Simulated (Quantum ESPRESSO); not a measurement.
Runs of Quantum ESPRESSO 7.5 on Pb. The structure is cubic, space group Fd-3m (No. 227). The conventional cell has a = 6.878 Å, b = 6.878 Å, c = 6.878 Å, α = 90.00°, β = 90.00°, γ = 90.00°. Around Pb (site symmetry -43m) lie 4 Pb at 2.98 Å. This isn't the form of Pb at room conditions, which is fcc.

```csv
level,ASE optimiser,rVV10 parameter b,dispersion computed by,gap on the mesh (eV),pressure (GPa),relaxed volume (Å³/atom)
PBEsol+D3(BJ),BFGS,-,-,none,0.0,39.54
PBEsol,BFGS,-,-,none,0.0,(a)
PBEsol+D3,BFGS,-,-,none,0.0,40.13
PBEsol+rVV10,FIRE,6.3,-,none,0.0,39.06
PBEsol+D4,FIRE,-,dftd4 4.3.1 through ASE,none,0.0,(b)
```

Alike in all rows: task relaxation of cell and atoms; potentials or basis GBRV 1.5 PBEsol; no spin polarisation; cell relaxed; k mesh 7 × 7 × 7; cutoff (eV) 612; smearing fermi-dirac 0.05 eV.

**Question.** Fill in the values left out.

**Answer.** (a) 41.04; (b) 40.15.

Caveats: pairwise dispersion overbinds metals, which lowers pressure and volume (some runs); rVV10's parameter b was fitted to another functional (some runs).

A k mesh can miss the band edges, and the runs leave out spin-orbit coupling on Pb.

A gap of «none» marks a metal or a gap under the smearing width.
